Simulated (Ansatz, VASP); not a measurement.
BAs: VASP beside Ansatz

```xyz
2
Lattice="0.0000 2.3838 2.3838 2.3838 0.0000 2.3838 2.3838 2.3838 0.0000" Properties=species:S:1:pos:R:3 pbc="T T T"
B     0.0000    0.0000    0.0000
As    1.1919    1.1919    1.1919
```

Alike in both runs: functional PBEsol; k mesh 10 × 10 × 10; occupations gaussian, width 0.02 eV; no spin polarisation.

Ansatz relaxed the structure, and its values are those at the end. VASP's run is a single point on that final structure, the one shown.

```csv
,VASP,Ansatz
version,VASP 6.6.1,Ansatz 0.2.0
potentials or method,"VASP PAW PBE potentials, release 64 (B, As)","scalar-relativistic, plane waves, PAW"
plane-wave cutoff (eV),520,420
valence electrons in the cell,8,18
```

```tsv
	VASP	Ansatz	Ansatz less VASP
gap on the k mesh at the Fermi level (eV)	1.07	1.08	+0.009
least direct gap on the mesh (eV)	3.25	3.25	+0.004
pressure (GPa)	0.9	0.0	-0.88
```

The functional is the same, so the differences come from potentials, cutoffs and numerics. The two sets of potentials don't hold the same shells in valence.

Caveats: the PAW data sets were made with another functional, which shifts forces and pressure a little (VASP). A k mesh can miss the band edges.
